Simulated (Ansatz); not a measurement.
**ZnS: elastic constants with PBEsol**

**Experimental background.**

“Electronic, vibrational, and thermodynamic properties of ZnS (zincblende and rocksalt structure)”, 2009, arxiv:0911.5022 quotes, for a bulk crystal of ZnS at 19 K: band gap 3.85 eV (direct).

The system is ZnS.

```xyz
2
Lattice="0.0000 2.7020 2.7020 2.7020 0.0000 2.7020 2.7020 2.7020 0.0000" Properties=species:S:1:pos:R:3 pbc="T T T"
Zn    4.0530    4.0530    4.0530
S     0.0000    0.0000    0.0000
```

```
Program             : Ansatz 0.2.0
Task                : elastic constants
Functional          : PBEsol
Potentials or basis : Ansatz PAW
Cutoff              : 420 eV (not typed: the program's choice for these potentials)
k mesh              : 7 × 7 × 7
Occupations         : fixed
Spin                : no spin polarisation
Atoms under strain  : clamped
```

| Property | Result |
| --- | --- |
| Pressure | -2.0 GPa |
| Band gap on the k mesh | 1.97 eV, direct |
| Clamped-ion elastic constants C11, C12, C44 | 99, 56, 67 GPa |
| Voigt bulk modulus | 70 GPa |

Levels at points of the mesh, in eV from the valence-band top:
| k point | band 5 | band 6 | band 7 | band 8 | band 9 | band 10 | band 11 | band 12 | band 13 |
| --- | --- | --- | --- | --- | --- | --- | --- | --- | --- |
| (0.00, 0.00, 0.00) | -5.88 | -5.88 | 0.00 | 0.00 | 0.00 | 1.97 | 6.27 | 6.27 | 6.27 |

Elastic tensor in Voigt notation (GPa, ions clamped, in the Cartesian axes of the cell as first typed):
```
99 56 56  0  0  0
56 99 56  0  0  0
56 56 99  0  0  0
 0  0  0 67  0  0
 0  0  0  0 67  0
 0  0  0  0  0 67
```

Wall time 4.7 s on 2 threads of Intel(R) Xeon(R) Platinum 8488C (Sapphire Rapids) (shared host), peak memory 0.41 GiB.

A measured gap of ZnS is 3.85 eV (direct; 19 K; quoted in “Electronic, vibrational, and thermodynamic properties of ZnS (zincblende and rocksalt structure)”, 2009, arxiv:0911.5022); the calculated 1.97 eV misses it by -1.88 eV. The value is that of PBEsol, without temperature or zero-point motion. Semilocal functionals fall short of measured gaps as a rule.

Caveat: odd divisions of the mesh miss points on the zone boundary, where band edges often lie, so the gap on the mesh can be too wide; the PAW data sets come from PBE, with cores solved anew for the run's functional, which leaves a small shift of forces and pressure.
